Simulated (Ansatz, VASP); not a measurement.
## C in VASP and in Ansatz

```
CELL_PARAMETERS angstrom
1.24485 0.71871 3.25715
-1.24485 0.71871 3.25715
0.00000 -1.43743 3.25715
ATOMIC_POSITIONS crystal
C 0.16400 0.16400 0.16400
C 0.83600 0.83600 0.83600
```

Alike in both runs: task single point; functional LDA; k mesh 12 × 12 × 12; occupations gaussian, width 0.05 eV; no spin polarisation.

```csv
,VASP,Ansatz
version,VASP 6.6.1,Ansatz 0.2.0
potentials or method,"VASP PAW LDA potentials, release 64 (C)","scalar-relativistic, plane waves, PAW"
plane-wave cutoff (eV),520,420
valence electrons in the cell,8,8
```

|  | VASP | Ansatz | Ansatz less VASP |
| --- | --- | --- | --- |
| gap on the k mesh at the Fermi level (eV) | 0.91 | 0.90 | -0.002 |
| least direct gap on the mesh (eV) | 0.91 | 0.90 | -0.002 |
| pressure (GPa) | -14.1 | -14.9 | -0.80 |
| largest component of the traceless stress (GPa) | 14.02 | 14.92 | +0.894 |
| rms of the force components (eV/Å) | 0.493 | 0.496 | +0.0034 |

Atom by atom the forces differ by 0.003 eV/Å (rms over components).
